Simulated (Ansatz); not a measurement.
Relaxed CaF2 (fluorite):

```xyz
3
Lattice="0.0000 2.7202 2.7202 2.7202 0.0000 2.7202 2.7202 2.7202 0.0000" Properties=species:S:1:pos:R:3 pbc="T T T"
Ca     0.0000     0.0000     0.0000
F      1.3601     1.3601     1.3601
F      4.0804     4.0804     4.0804
```

Two-dimensional scan of atom 3 (F, nearest neighbour Ca at 2.356 Å; its periodic images, 3.8 Å or more away, move with it): u runs along (0.707, 0.707, 0.000), v along (0.000, 0.000, 1.000) (Cartesian). Cell and other atoms are fixed.

Computed with r2SCAN (plane waves to 500 eV, PAW, scalar-relativistic; Ansatz, a quantum-chemistry and plane-wave program). k mesh 9×9×9 (Γ-centred), Fermi-Dirac smearing 0.05 eV. The energy includes the smearing's −TS. CaF2 was relaxed with its symmetry unable to fall. The PAW data are Ansatz's earlier set.

Changes of ΔE (meV/cell) from the point u = 0.000 Å, v = 0.000 Å when one coordinate moves alone (two changes are said to add if the coupling is within 5 % of the smaller one, nearly so within 20 %):

```
point                      change
-------------------------  ------
u = 0.000 Å, v = -0.350 Å   321.5
u = 0.000 Å, v = -0.175 Å    77.4
u = -0.350 Å, v = 0.000 Å   331.5
u = -0.175 Å, v = 0.000 Å    78.1
u = 0.175 Å, v = 0.000 Å     78.1
u = 0.350 Å, v = 0.000 Å    331.5
u = 0.000 Å, v = 0.175 Å     77.4
u = 0.000 Å, v = 0.350 Å    321.5
```

Problem. What is the change at u = -0.175 Å, v = -0.350 Å, where both move, and how far is it from the sum?

Solution. The sum of the single changes is 78.1 + (321.5) = 399.6; the calculation gives 348.3, so the coupling contributes -51.3 (over 20 % of the smaller single change, not additive).

Problem. What is the change at u = 0.175 Å, v = -0.175 Å, where both move, and how far is it from the sum?

Solution. The sum of the single changes is 78.1 + (77.4) = 155.5; the calculation gives 127.7, so the coupling contributes -27.8 (over 20 % of the smaller single change, not additive).

Problem. What is the change at u = 0.350 Å, v = -0.175 Å, where both move, and how far is it from the sum?

Solution. The sum of the single changes is 331.5 + (77.4) = 408.9; the calculation gives 290.4, so the coupling contributes -118.5 (over 20 % of the smaller single change, not additive).

(For displaced atoms, the force is minus the slope of the energy, and its curvature is a force constant, which sets phonon frequencies.)
